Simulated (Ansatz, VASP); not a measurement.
## HfB2: VASP beside Ansatz

INCAR

```
SYSTEM = HfB2
  ALGO = Normal
  EDIFF = 1E-7
  ENCUT = 520
  GGA = PS
  ISIF = 2
  ISMEAR = -1
  LASPH = .TRUE.
  LCHARG = .TRUE.
  LELF = .TRUE.
  LREAL = .FALSE.
  LVHAR = .TRUE.
  LWAVE = .FALSE.
  NBANDS = 15
  NELM = 100
  PREC = Accurate
  SIGMA = 0.05
```

Contents of KPOINTS:

```
k-points
0
G
  10 10 8
  0 0 0
```

POSCAR

```
HfB2
1.0
    3.1400000000      0.0000000000      0.0000000000
   -1.5700000000      2.7193197679      0.0000000000
    0.0000000000      0.0000000000      3.4800000000
Hf B
1 2
Direct
    0.0040700000     -0.0037840000     -0.0029730000
    0.6735240000      0.3435500000      0.4913070000
    0.3173900000      0.6751330000      0.4845490000
```

The input input.yaml:

```yaml
crystal:
  lattice:
    - [3.14, 0.0, 0.0]
    - [-1.57, 2.7193197679, 0.0]
    - [0.0, 0.0, 3.48]
  atoms:
    - { symbol: Hf, position: [0.00407, -0.003784, -0.002973] }
    - { symbol: B, position: [0.673524, 0.34355, 0.491307] }
    - { symbol: B, position: [0.31739, 0.675133, 0.484549] }
hamiltonian:
  xc: pbesol
  pseudopotentials: { kind: paw }
kpoints:
  mp_grid: { grid: [10, 10, 8] }
scf:
  occupations: { method: fermi_dirac, width: 0.05 }
output:
  forces: true
  stress: true
  eigenvalues: true
```

Change from the starting cell: atoms moved at random, drawn with an rms of 0.05 Å.

Alike in both runs: task single point; functional PBEsol; k mesh 10 × 10 × 8; occupations fermi-dirac, width 0.05 eV; no spin polarisation.

```csv
,VASP,Ansatz
version,VASP 6.6.1,Ansatz 0.2.0
potentials or method,"VASP PAW PBE potentials, release 64 (Hf_pv, B)",Ansatz PAW
plane-wave cutoff (eV),520,420
valence electrons in the cell,16,32
```

```tsv
	VASP	Ansatz	Ansatz less VASP
gap on the k mesh at the Fermi level (eV)	none	none	-
pressure (GPa)	-3.6	-3.5	+0.11
largest component of the traceless stress (GPa)	0.65	0.83	+0.178
rms of the force components (eV/Å)	0.600	0.595	-0.0050
```

Atom by atom the forces differ by 0.005 eV/Å (rms over components). A gap of «none» marks a metal or a gap that the smearing closes. The functional is the same, so the differences come from potentials, cutoffs and numerics. The two sets of potentials don't hold the same shells in valence.

Caveats: the PAW data sets were made with another functional, which shifts forces and pressure a little (VASP); the PAW data sets come from PBE, with cores solved anew for the run's functional, which leaves a small shift of forces and pressure (Ansatz). Spin-orbit coupling is left out, which matters for the levels of Hf.
